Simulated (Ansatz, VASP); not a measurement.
## Os in VASP and in Ansatz

INCAR

```
PREC = Accurate
ENCUT = 520
EDIFF = 1E-7
ISMEAR = -1
SIGMA = 0.05
LREAL = F
LASPH = T
NELM = 100
ALGO = Normal
ISIF = 2
LWAVE = F
LCHARG = F
GGA = PE
NBANDS = 10
```

The input KPOINTS:

```
regular mesh
0
Gamma
  14 14 14
```

POSCAR

```
Os
1.0
    0.0000000000      1.9514618415      1.9514618415
    1.9514618415      0.0000000000      1.9514618415
    1.9514618415      1.9514618415      0.0000000000
Os
1
Direct
    0.0000000000      0.0000000000      0.0000000000
```

Input for Ansatz:

```yaml
crystal:
  lattice:
    - [0.0, 1.9514618415, 1.9514618415]
    - [1.9514618415, 0.0, 1.9514618415]
    - [1.9514618415, 1.9514618415, 0.0]
  atoms:
    - { symbol: Os, position: [0.0, 0.0, 0.0] }
kpoints:
  mp_grid: { grid: [14, 14, 14] }
  band_path:
    path:
      - [0.0, 0.0, 0.0]
      - [0.5, 0.0, 0.5]
      - [0.625, 0.25, 0.625]
      - [0.375, 0.375, 0.75]
      - [0.0, 0.0, 0.0]
      - [0.5, 0.5, 0.5]
      - [0.5, 0.25, 0.75]
      - [0.5, 0.0, 0.5]
    npoints: 5
scf:
  occupations: { method: fermi_dirac, width: 0.05 }
hamiltonian:
  xc: pbe
  pseudopotentials: { kind: all_electron, lapw: { basis_error: 0.0005 } }
output:
  forces: true
  stress: true
  eigenvalues: true
```

Change from the starting cell: volume scaled by 1.01.

Alike in both runs: task single point; functional PBE; k mesh 14 × 14 × 14; occupations fermi-dirac, width 0.05 eV; no spin polarisation.

|  | VASP | Ansatz |
| --- | --- | --- |
| version | VASP 6.6.1 | Ansatz 0.2.0 |
| potentials or method | VASP PAW PBE potentials, release 64 (Os) | all-electron LAPW, scalar-relativistic |
| plane-wave cutoff (eV) | 520 | see its input |

```tsv
	VASP	Ansatz	Ansatz less VASP
pressure (GPa)	-13.1	-12.7	+0.35
```

Ansatz ran all-electron here, so the differences hold the error of VASP's frozen core and of both bases.

Spin-orbit coupling is left out, which matters for the levels of Os.
